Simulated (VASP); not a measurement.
Wanted: the native input for a VASP 6.6.1 run.

* Task: band structure
* Functional: HSE06
* Potentials or basis: VASP PAW PBE potentials, release 64 (Al, Ga_d, N)
* Cutoff: 520 eV
* k mesh: 3 × 2 × 2
* Occupations: gaussian, width 0.03 eV
* Spin: no spin polarisation
* Grid for exact exchange (PRECFOCK): Fast
* Screening parameter: 0.2 1/A
* Further INCAR settings: ALGO = Normal; EDIFF = 1e-06; NBANDS = 81

The system is AlGa7N8.

```
CELL_PARAMETERS angstrom
0.00000 0.00000 -5.16152
3.17126 5.49279 0.00000
3.17126 -5.49279 0.00000
ATOMIC_POSITIONS crystal
Al 0.00159 0.16667 0.33333
Ga 0.00115 0.16725 0.83362
Ga 0.00115 0.66638 0.33275
Ga 0.00115 0.66638 0.83362
Ga 0.50060 0.33254 0.66508
Ga 0.50060 0.33254 0.16746
Ga 0.50100 0.83333 0.66667
Ga 0.50060 0.83492 0.16746
N 0.63351 0.16667 0.33333
N 0.62320 0.16723 0.83362
N 0.62320 0.66638 0.33277
N 0.62320 0.66638 0.83362
N 0.12173 0.32995 0.65990
N 0.12173 0.32995 0.17005
N 0.12386 0.83333 0.66667
N 0.12173 0.84010 0.17005
```

The cell was built by a generator and needn't be a form met in nature.

One way to write it, as run:

POSCAR

```
AlGa7N8                                 
1.0
    0.0000000000      0.0000000000     -5.1615172778
    3.1712617110      5.4927864098      0.0000000000
    3.1712617110     -5.4927864098      0.0000000000
  Al              Ga              N             
     1     7     8
Direct
     0.0015941741028485    0.1666666699999979    0.3333333300000021
     0.0011490597799906    0.1672453289925642    0.8336226594962852
     0.0011490597799906    0.6663773405037148    0.3327546710074358
     0.0011490597799906    0.6663773405037148    0.8336226594962852
     0.5005974010926693    0.3325418128379951    0.6650836356759768
     0.5005974010926693    0.3325418128379951    0.1674581871620049
     0.5010039816446863    0.8333333300000021    0.6666666699999979
     0.5005974010926693    0.8349163643240232    0.1674581871620049
     0.6335111930422457    0.1666666699999979    0.3333333300000021
     0.6231984872913046    0.1672321913247998    0.8336160906624031
     0.6231984872913046    0.6663839093375969    0.3327678086752002
     0.6231984872913046    0.6663839093375969    0.8336160906624031
     0.1217313977987473    0.3299523496660370    0.6599047093320678
     0.1217313977987473    0.3299523496660370    0.1700476503339630
     0.1238616133220845    0.8333333300000021    0.6666666699999979
     0.1217313977987473    0.8400952906679322    0.1700476503339630
```

INCAR.step1

```
ALGO = Normal
EDIFF = 1E-5
ENCUT = 520
GGA = PE
ISIF = 2
ISMEAR = 0
LASPH = T
LCHARG = F
LREAL = F
LWAVE = T
NBANDS = 81
NELM = 80
PREC = Accurate
SIGMA = 0.03
```

INCAR.step2

```
ALGO = Normal
EDIFF = 1E-6
ENCUT = 520
GGA = PE
HFSCREEN = 0.2
ISIF = 2
ISMEAR = 0
ISTART = 1
LASPH = T
LCHARG = F
LHFCALC = T
LREAL = F
LWAVE = F
NBANDS = 81
NELM = 80
PREC = Accurate
PRECFOCK = Fast
SIGMA = 0.03
```

KPOINTS

```
k-points
0
Gamma
  3 2 2
```

KPOINTS_OPT

```
explicit points
6
Reciprocal
 0.0000000000  0.0000000000  0.0000000000 1
 0.5000000000  0.0000000000  0.0000000000 1
 0.5000000000  0.3333333333  0.3333333333 1
 0.0000000000  0.3333333333  0.3333333333 1
 0.5000000000  0.5000000000  0.0000000000 1
 0.0000000000  0.5000000000  0.0000000000 1
```

Potentials or basis: VASP PAW PBE potentials, release 64 (Al, Ga_d, N).

Command:

```bash
$ cat potpaw_PBE.64/Al/POTCAR potpaw_PBE.64/Ga_d/POTCAR potpaw_PBE.64/N/POTCAR > POTCAR
$ cp INCAR.step1 INCAR
$ mpirun -np 4 vasp_std > vasp.out
$ cp INCAR.step2 INCAR
$ mpirun -np 4 vasp_std > vasp.out
```

It gave:

| Property | Result |
| --- | --- |
| Pressure | -0.1 GPa |
| Largest force | 0.074 eV/Å |
| Band gap on the k mesh | 3.54 eV, direct |
| Band gap along the path | 3.54 eV, direct |

Caveat: the k mesh is coarse (spacing up to 0.57 Å⁻¹), so the values aren't converged, least of all with exact exchange; the PAW data sets were made with another functional, which shifts forces and pressure a little.

Run time: 22 min on 4 MPI ranks on Intel(R) Xeon(R) 6975P-C (Granite Rapids), on a shared host, peak memory 0.39 GiB a rank.
